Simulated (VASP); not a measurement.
Wanted: the native input for a VASP 6.6.1 run.

```yaml
Task: single point
Functional: PBE
Potentials_or_basis: VASP PAW PBE potentials, release 64 (Si, C)
Cutoff: 520 eV
k_mesh: 3 × 2 × 3
Occupations: gaussian, width 0.1 eV
Spin: no spin polarisation
Dipole_correction: no
Further_INCAR_settings: LREAL = Auto; ALGO = Fast; EDIFF = 1e-06; NBANDS = 46
```

The structure of SiC lies in POSCAR:

```
SiC
1.0
    5.5030100000      0.6238840000      0.4399500000
    0.0570240000      7.1005070000     -0.7557740000
   -0.3224200000      0.5884510000      5.4389490000
Si C
8 8
Direct
    0.2791727538      0.2510725155      0.3763464276
    0.5215250154      0.7382705257      0.0112819109
    0.3334457561      0.9188929891      0.6277845167
    0.8034371880      0.8273656461      0.4333527034
    0.7351975950      0.2065064840      0.5552650061
    0.9001229084      0.9347771624      0.9153250383
    0.9957128394      0.5041429625      0.6138761881
    0.3351186559      0.4302251165      0.9643647154
    0.2877669414      0.6064697266      0.3563478873
    0.1757823704      0.9085920899      0.2108513656
    0.3579046362      0.1099017840      0.0114565822
    0.0912824479      0.1559304633      0.7736616903
    0.8779034317      0.6439339054      0.1159482997
    0.5370673356      0.5938409604      0.5990853718
    0.6870350139      0.2499406862      0.9781532457
    0.6521863032      0.4467617342      0.2364148917
```

The cell was built by a generator and needn't be a form met in nature.

These files were run (other wordings do the same):

INCAR

```
PREC = Accurate
ENCUT = 520
EDIFF = 1E-6
ISMEAR = 0
SIGMA = 0.1
LREAL = Auto
LASPH = T
NELM = 100
ALGO = Fast
ISIF = 2
LWAVE = F
LCHARG = T
GGA = PE
LELF = T
LVHAR = T
NBANDS = 46
```

KPOINTS

```
Automatic mesh
0
Gamma
  3 2 3
```

Potentials or basis: VASP PAW PBE potentials, release 64 (Si, C).

Run with:

```sh
$ cat potpaw_PBE.64/Si/POTCAR potpaw_PBE.64/C/POTCAR > POTCAR
$ mpirun -np 1 vasp_std > vasp.out
```

Results of the run:

```
Pressure               : -19.5 GPa
Largest force          : 3.156 eV/Å
Band gap on the k mesh : none (metal or under the smearing width)
```

Caveat: the k mesh is coarse (spacing up to 0.44 Å⁻¹), so the values aren't converged; so large a pressure means that the cell lies far from this level's equilibrium, or that cutoff or potentials fall short.

It took 2.4 min on 1 thread of Intel(R) Xeon(R) Platinum 8488C (Sapphire Rapids), on a shared host, peak memory 0.31 GiB.
